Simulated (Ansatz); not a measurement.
**How settings move the G0W0 gap of SnS2 (P-3m1)**

A 3-atom cell of SnS2 started from a crystallographic database, relaxed with r2SCAN+rVV10; one-shot G0W0 in Ansatz without spin-orbit coupling. Calculated for a static, non-magnetic cell.

```
Sn S
1.0
     3.66076    0.00000    0.00000
    -1.83038    3.17031    0.00000
     0.00000    0.00000    5.96180
Sn S
1 2
Direct
  0.00000 0.00000 0.00000
  0.33333 0.66667 0.24559
  0.66667 0.33333 0.75441
```

Gaps are read over the mesh points alone. G0W0 values are finite-basis, finite-mesh values.
```
 start       potentials      frequency model   mesh  empty bands  screening cutoff (eV)  Kohn-Sham gap (eV)  G0W0 gap (eV)        rough cost
   PBE              PAW  contour deformation  6×6×2          112                     80                1.52           2.35   40 core-seconds
   PBE              PAW  contour deformation  6×6×2          260                    140                1.52           2.37    3 core-minutes
   PBE              PAW  contour deformation  6×6×2          478                    210                1.52           2.37   14 core-minutes
 HSE06              PAW  contour deformation  6×6×2          260                    140                2.42           2.81    6 core-minutes
   LDA              PAW  contour deformation  6×6×2          260                    140                1.35           2.27    3 core-minutes
r2SCAN              PAW  contour deformation  6×6×2          260                    140                1.83           2.58    3 core-minutes
   PBE              PAW     Godby-Needs pole  6×6×2          260                    140                1.52           2.42    5 core-minutes
   PBE              PAW  contour deformation  6×6×4          112                     80                1.50           2.31  2.6 core-minutes
   PBE  norm-conserving  contour deformation  6×6×2          260                    140                1.52           2.39    5 core-minutes
```

The quasiparticle gap on this mesh is 2.37 eV (Γ to L), against 1.52 eV from PBE: +0.85 eV. Renormalisation factors Z lie between 0.71 and 0.79.

Raising bands and cutoff together moves the gap by +0.02 eV (80 to 140 eV), then 0.00 eV (140 to 210 eV); the last step is small, which bounds nothing strictly. Starting from HSE06 (2.42 eV against PBE's 1.52 eV) gives 2.81 eV, +0.44 eV from G0W0@PBE at the same screening cutoff. Starting from LDA (1.35 eV against PBE's 1.52 eV) gives 2.27 eV, -0.10 eV from G0W0@PBE at the same screening cutoff. Starting from r2SCAN (1.83 eV against PBE's 1.52 eV) gives 2.58 eV, +0.21 eV from G0W0@PBE at the same screening cutoff. The Godby-Needs plasmon pole differs from contour deformation by +0.05 eV. A 6×6×4 mesh in place of 6×6×2 changes the opening over PBE by -0.02 eV (the gap on the mesh by -0.04 eV, the PBE gap by -0.02 eV). Norm-conserving potentials (wave cutoff 980 eV against 420 eV) shift the quasiparticle gap by +0.02 eV and the PBE gap by 0.00 eV. r2SCAN runs take a wave cutoff of 500 eV.
